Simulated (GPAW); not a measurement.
The system is FeO (Wuestite).

```
Fe O
1.0
     0.00000    2.15540    2.15540
     2.15540    0.00000    2.15540
     2.15540    2.15540    0.00000
Fe O
1 1
Direct
  0.00000 0.00000 0.00000
  0.50000 0.50000 0.50000
```

Base run:

```yaml
Program: GPAW 26.7.0
Functional: PBE
Potentials_or_basis: GPAW PAW data sets (gpaw-data 1.2.1)
Cutoff: 800 eV
Basis: pw
k_mesh: 11 × 11 × 11
Occupations: gaussian, width 0.015 eV
Spin: collinear spin, ferromagnetic start
Starting_moments: "[3.0, 0.0] μB"
```

Its results: pressure 0.8 GPa; net moment 4.00 μB per cell; site moments Fe +3.55; O +0.24 μB.

The run is repeated on the same cell with these changes: functional from PBE to r2SCAN; occupations from gaussian, width 0.015 eV to fermi-dirac, width 0.05 eV. What comes out?

Pressure -4.8 GPa; net moment 4.00 μB per cell; site moments Fe +3.61; O +0.23 μB.

Caveats: a cell with one magnetic atom can't hold antiferromagnetic order, which such compounds often take; the PAW data sets were made with another functional, which shifts forces and pressure a little (some runs).
